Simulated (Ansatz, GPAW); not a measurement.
**CuO: 3 runs at one level of theory**

```xyz
4
Lattice="2.8795 0.0000 0.0000 0.0391 2.8793 0.0000 0.0175 0.0172 5.1763" Properties=species:S:1:pos:R:3 pbc="T T T"
Cu    0.0195    1.4396    0.0000
Cu    1.4485    0.0086    2.5882
O     2.8881    0.0177    3.8817
O     0.0479    2.8788    1.2947
```

The cell comes from a database or a generator and needn't be the stable form of this composition.

Alike in all runs: task single point; functional PBEsol; k mesh 9 × 9 × 5; occupations fermi-dirac, width 0.05 eV; no spin polarisation; no spin-orbit coupling. Pressure is positive in compression and, in plane waves, holds the error of the finite cutoff, which Ansatz's Pulay term estimates and takes out.

```tsv
program and potentials	plane-wave cutoff (eV)	notes	pressure (GPa)
Ansatz, Ansatz PAW	420	potentials made for PBE, which Ansatz adapts in part; 12.5 valence electrons an atom on average; Pulay term of +0.69 GPa included	-2.03
Ansatz, all-electron LAPW, scalar-relativistic	-	-	-2.03
GPAW, PAW data sets generated for this functional	800	8.5 valence electrons an atom on average; this data set often lies off other programs	0.66
```

The pressure spans -2.03 (Ansatz, Ansatz PAW) to 0.66 GPa (GPAW, PAW data sets generated for this functional), with all-electron results at -2.03.

The functional is the same throughout but for its coding, so the spread measures potentials, basis and numerics; runs on potential files found faulty are left out.
